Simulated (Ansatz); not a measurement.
# WSe2: the cost of one run

Computed with Ansatz 0.2.0 (DFT PBE, scalar-relativistic, plane waves, PAW, unless a step's input says otherwise).

1 further run of the same task is left out (set aside as unsound or not needed).

## Step 1: Starting point

Symmetry: P3m1, No. 156, trigonal system. The conventional cell has a = 4.198 Å, b = 4.198 Å, c = 5.524 Å, α = 90.00°, β = 90.00°, γ = 120.00°. W (site symmetry 3m) is surrounded by 6 Se at 2.77 to 2.98 Å. Se (site symmetry 3m) is surrounded by 3 Se at 2.45 Å and 3 W at 2.98 Å. Se (site symmetry 3m) is surrounded by 3 Se at 2.45 Å and 3 W at 2.77 Å.

As a file:

```
W Se
1.0
     4.19754    0.00000    0.00000
    -2.09877    3.63518    0.00000
     0.00000    0.00000    5.52364
W Se
1 2
Cartesian
  0.0000 0.0000 3.6068
  0.0000 2.4235 1.8804
  2.0988 1.2117 2.2691
```

A structure generator made this guess: random cell by space group and Wyckoff sites (P3m1, No. 156). The dimensions are guesses.

## Step 2: A first look at the guess

The input, input.yaml:

```yaml
crystal:
  lattice:
    - [4.19754067, 0.0, 0.0]
    - [-2.09877034, 3.63517686, 0.0]
    - [0.0, 0.0, 5.52363781]
  atoms:
    - { symbol: W, position: [0.0, 0.0, 0.65298429] }
    - { symbol: Se, position: [0.33333333, 0.66666667, 0.34043204] }
    - { symbol: Se, position: [0.66666667, 0.33333333, 0.41080038] }
basis:
  ecutwfc: 420
kpoints:
  mp_grid: { grid: [6, 6, 4] }
hamiltonian:
  xc: pbe
scf:
  occupations: { method: gaussian, width: 0.1 }
  lower_state_search: "off"
output:
  forces: true
  stress: true
  eigenvalues: true
```

The run is started by

```sh
$ ansatz run input.yaml --threads 1 --pin off --max-ram 2560MiB --backend cpu --events-out ev --progress --plain --runs-dir out
```

Q: Estimate wall time and peak memory on 1 thread of AMD EPYC 7R43 (Zen 3), shared host.

About 3.4 s, with a peak of 0.36 GiB.
